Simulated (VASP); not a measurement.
# TiAl (Pm-3m) in VASP: notebook

Runs on TiAl. Level: PBE. Tasks: single point.

All numbers are computed with VASP 6.6.1; they aren't measurements. Logs are shortened: lines on timing, memory, paths and dates and some standing lists are left out, and cuts for length are marked.

## 1. The crystal as given

It takes space group Pm-3m (No. 221, cubic). The conventional cell has a = 3.179 Å, b = 3.179 Å, c = 3.179 Å, α = 90.00°, β = 90.00°, γ = 90.00°. Ti (site symmetry m-3m) has 8 Al at 2.75 Å as nearest neighbours. Al (site symmetry m-3m) has 8 Ti at 2.75 Å as nearest neighbours.

The cell comes from a database or a generator and needn't be the stable form of this composition.

## 2. Single point, PBE

Contents of INCAR:

```
SYSTEM = TiAl
  ADDGRID = .FALSE.
  ALGO = Normal
  EDIFF = 1E-6
  ENCUT = 460
  GGA = PE
  ISIF = 2
  ISMEAR = -1
  LASPH = .TRUE.
  LCHARG = .FALSE.
  LREAL = .FALSE.
  LWAVE = .FALSE.
  NELM = 100
  PREC = Accurate
  SIGMA = 0.4
```

Contents of KPOINTS:

```
k-points
0
G
  10 10 10
  0 0 0
```

Contents of POSCAR:

```
TiAl
1.0
    3.1790640000      0.0000000000      0.0000000000
    0.0000000000      3.1790640000      0.0000000000
    0.0000000000      0.0000000000      3.1790640000
Ti Al
1 1
Direct
    0.0000000000      0.0000000000      0.0000000000
    0.5000000000      0.5000000000      0.5000000000
```

Potentials or basis: VASP PAW PBE potentials, release 64 (Ti_sv, Al).

Launch:

```
$ cat potpaw_PBE.64/Ti_sv/POTCAR potpaw_PBE.64/Al/POTCAR > POTCAR
$ mpirun -np 1 vasp_std > vasp.out
```

OUTCAR:

```text
SYSTEM = TiAl
   EDIFF = 1E-6
   ENCUT = 460
   GGA = PE
   ISIF = 2
   ISMEAR = -1
   LASPH = .TRUE.
   LREAL = .FALSE.
   NELM = 100
   PREC = Accurate

 Found     56 irreducible k-points:

 Following reciprocal coordinates:
            Coordinates               Weight
  0.000000  0.000000  0.000000      1.000000
  0.100000  0.000000  0.000000      6.000000
  0.200000  0.000000  0.000000      6.000000
  0.300000  0.000000  0.000000      6.000000
  0.400000  0.000000  0.000000      6.000000
  0.500000  0.000000  0.000000      3.000000
   k-points           NKPTS =     56   k-points in BZ     NKDIM =     56   number of bands    NBANDS=     11
   number of dos      NEDOS =    301   number of ions     NIONS =      2
   total plane-waves  NPLWV =  13824
   dimension x,y,z NGX =    24 NGY =   24 NGZ =   24
   dimension x,y,z NGXF=    48 NGYF=   48 NGZF=   48
   ions per type =               1   1
   NGX,Y,Z   is equivalent  to a cutoff of  12.55, 12.55, 12.55 a.u.
   NGXF,Y,Z  is equivalent  to a cutoff of  25.10, 25.10, 25.10 a.u.
 SYSTEM =  TiAl
   PREC   = accura    normal or accurate (medium, high low for compatibility)
   ISTART =      0    job   : 0-new  1-cont  2-samecut
   ICHARG =      2    charge: 1-file 2-atom 10-const
   ISPIN  =      1    spin polarized calculation?
   LNONCOLLINEAR =      F non collinear calculations
   LSORBIT =      F    spin-orbit coupling
   LASPH  =      T    aspherical Exc in radial PAW
   ENCUT  =  460.0 eV  33.81 Ry    5.81 a.u.   5.56  5.56  5.56*2*pi/ulx,y,z
   NELM   =    100;   NELMIN=  2; NELMDL= -5     # of ELM steps
   EDIFF  = 0.1E-05   stopping-criterion for ELM
   LREAL  =      F    real-space projection
   EDIFFG = 0.1E-04   stopping-criterion for IOM
   NSW    =      0    number of steps for IOM
   IBRION =     -1    ionic relax: 0-MD 1-quasi-New 2-CG
   NFREE  =      0    steps in history (QN), initial steepest desc. (CG)
   ISIF   =      2    stress and relaxation
   ISYM   =      2    0-nonsym 1-usesym 2-fastsym
   POTIM  = 0.5000    time-step for ionic-motion
   TEBEG  =    0.0;   TEEND  =   0.0 temperature during run
   PSTRESS=    0.0 pullay stress
   NELECT =      15.0000    total number of electrons
   NUPDOWN=      -1.0000    fix difference up-down
   EMIN   =  10.00;   EMAX   =-10.00  energy-range for DOS
   EFERMI =   0.00;   METHOD = LEGACY
   ISMEAR =    -1;   SIGMA  =   0.40  broadening in eV -4-tet -1-fermi 0-gaus
   EFERMI_NEDOS =   21; number of points for ismear=-14 and -15
   IALGO  =     38    algorithm
   IMIX   =      4    mixing-type and parameters
     AMIX     =   0.40;   BMIX     =  1.00
     AMIX_MAG =   1.60;   BMIX_MAG =  1.00
  volume/ion in A,a.u.               =      16.06       108.41
  Fermi-wavevector in a.u.,A,eV,Ry     =   1.270007  2.399964 21.945065  1.612917
  Thomas-Fermi vector in A             =   2.403017
   LORBIT       =      0    0 simple, 1 ext, 2 COOP (PROOUT), +10 PAW based schemes
   GGA     = PE    functional components
   LHFCALC =     F    Hartree Fock is set to
   AEXX    =    0.0000 exact exchange contribution
   IVDW    =     0    specifies the selected vdW correction
   LEPSILON=     F    determine dielectric tensor
   LRPA    =     F    only Hartree local field effects (RPA)
 non-spin polarized calculation
  energy-cutoff  :      460.00
  volume of cell :       32.13
 maximum number of plane-waves:       739
 NGX is ok and might be reduce to    24
   NGX = 11   NGY = 11   NGZ = 11

 number of electron      14.9999995 magnetization

 Free energy of the ion-electron system (eV)
  ---------------------------------------------------
  ext. energy  EPLUGINS =         0.00000000
  ---------------------------------------------------
  free energy    TOTEN  =       -12.66075980 eV

  energy without entropy =      -11.62563506  energy(sigma->0) =      -12.14319743

 E-fermi :   8.6640     XC(G=0): -11.0803

 val. band max:        8.6391661552   @ k =   0.4000   0.3000   0.1000
 cond. band min:       8.6786182344   @ k =   0.4000   0.2000   0.0000
 fundamental gap:      0.0394520792
 Fermi energy:         8.6640412905

 k-point     1 :       0.0000    0.0000    0.0000
  band No.  band energies     occupation
      1     -48.0018      2.00000
      2     -24.2133      2.00000
      3     -24.2133      2.00000
      4     -24.2133      2.00000
      5      -0.4950      2.00000
      6       7.3837      1.92173
      7       7.3837      1.92173
      8      10.6547      0.01370
      9      10.6547      0.01370
     10      10.6547      0.01370
     11      13.1977      0.00002

 k-point     2 :       0.1000    0.0000    0.0000
  band No.  band energies     occupation
      1     -48.0003      2.00000
      2     -24.2299      2.00000
      3     -24.2118      2.00000
      4     -24.2118      2.00000
      5      -0.3355      2.00000
      6       7.2910      1.93742
      7       7.4558      1.90699
      8      10.3864      0.02662
      9      10.3864      0.02662
     10      10.6738      0.01306
     11      12.5949      0.00011

 k-point     3 :       0.2000    0.0000    0.0000
  band No.  band energies     occupation
      1     -47.9966      2.00000
      2     -24.2734      2.00000
      3     -24.2080      2.00000
      4     -24.2080      2.00000
      5       0.1340      2.00000
      6       6.8495      1.97880
      7       7.6558      1.85113
      8       9.8701      0.09349
      9       9.8701      0.09349
     10      10.7244      0.01152
     11      11.7706      0.00085

 k-point     4 :       0.3000    0.0000    0.0000
  band No.  band energies     occupation
      1     -47.9919      2.00000
      2     -24.3266      2.00000
      3     -24.2033      2.00000
      4     -24.2033      2.00000
      5       0.8875      2.00000
      6       5.8718      1.99814
      7       7.9305      1.72443
      8       9.3999      0.27420
      9       9.3999      0.27420
     10      10.7882      0.00983
     11      11.5404      0.00151

 k-point     5 :       0.4000    0.0000    0.0000
  band No.  band energies     occupation
      1     -47.9880      2.00000
      2     -24.3694      2.00000
      3     -24.1995      2.00000
      4     -24.1995      2.00000
      5       1.8746      2.00000
      6       4.5861      1.99993
      7       8.1817      1.53909
      8       9.0886      0.51411
      9       9.0886      0.51411
     10      10.8408      0.00862
     11      11.7193      0.00096

 k-point     6 :       0.5000    0.0000    0.0000
  band No.  band energies     occupation
      1     -47.9866      2.00000
      2     -24.3856      2.00000
      3     -24.1980      2.00000
      4     -24.1980      2.00000
      5       2.7438      2.00000
      6       3.5909      1.99999
      7       8.2865      1.43979
      8       8.9806      0.62377
      9       8.9806      0.62377
     10      10.8612      0.00820
     11      11.8481      0.00070

 [... further k-points ...]

------------------------ aborting loop because EDIFF is reached ----------------------------------------

  FORCE on cell =-STRESS in cart. coord.  units (eV):
  Direction    XX          YY          ZZ          XY          YZ          ZX
  --------------------------------------------------------------------------------------
  -------------------------------------------------------------------------------------
  Total        0.7268973      0.7268973      0.7268973      0.0000000     -0.0000000      0.0000000
  in kB       36.2481507     36.2481507     36.2481507      0.0000000     -0.0000000      0.0000000
  external PRESSURE =      36.2481507 kB  Pullay stress =       0.0000000 kB

 VOLUME and BASIS-vectors are now :
 -----------------------------------------------------------------------------
  energy-cutoff  :      460.00
  volume of cell :       32.13
      direct lattice vectors                 reciprocal lattice vectors
     3.179064000  0.000000000  0.000000000     0.314557996  0.000000000  0.000000000
     0.000000000  3.179064000  0.000000000     0.000000000  0.314557996  0.000000000
     0.000000000  0.000000000  3.179064000     0.000000000  0.000000000  0.314557996

 POSITION                                       TOTAL-FORCE (eV/Angst)
 -----------------------------------------------------------------------------------
      0.00000      0.00000      0.00000         0.000000      0.000000      0.000000
      1.58953      1.58953      1.58953         0.000000      0.000000      0.000000
 -----------------------------------------------------------------------------------
    total drift:                                0.000000      0.000000      0.000000

  FREE ENERGIE OF THE ION-ELECTRON SYSTEM (eV)
  ---------------------------------------------------
  free  energy   TOTEN  =       -12.6607598014 eV

  energy  without entropy=      -11.6256350640  energy(sigma->0) =      -12.14319743
```

Run time: 5.1 s. Hardware: 1 thread of Intel Xeon 6975P-C (Granite Rapids), shared host; peak memory 0.14 GiB.

These settings aren't checked as converged: the numbers below hold their error.

What came out:

| Property | Result |
| --- | --- |
| Free energy | -12.6608 eV |
| Pressure | 3.6 GPa |
| Band gap on the k mesh | none (metal or under the smearing width) |

## 3. Single point, PBE

Edit INCAR of step 2 so:

```diff
@@ -14,2 +14,2 @@
   PREC = Accurate
-  SIGMA = 0.4
+  SIGMA = 0.2
```

KPOINTS is that of step 2.

POSCAR is that of step 2.

Potentials or basis: VASP PAW PBE potentials, release 64 (Ti_sv, Al).

Launch:

```
$ cat potpaw_PBE.64/Ti_sv/POTCAR potpaw_PBE.64/Al/POTCAR > POTCAR
$ mpirun -np 1 vasp_std > vasp.out
```

Run time: 5.1 s. Hardware: 1 thread of Intel Xeon 6975P-C (Granite Rapids), shared host; peak memory 0.14 GiB.

The run converged, but some of its settings lie outside the range that counts as converged, so its numbers aren't taken as properties of the crystal.

Results:

| Property | Result |
| --- | --- |
| Free energy | -12.2568 eV |
| Pressure | 1.5 GPa |
| Band gap on the k mesh | none (metal or under the smearing width) |

## 4. For comparison

An earlier run on the cell as given: functional PBEsol; potentials or basis VASP PAW PBE potentials, release 64 (Ti_sv, Al); cutoff 520 eV; k mesh 8 × 8 × 8; occupations fermi-dirac, width 0.05 eV; no spin polarisation.

* Pressure: -2.3 GPa
* Band gap on the k mesh: none (metal or under the smearing width)
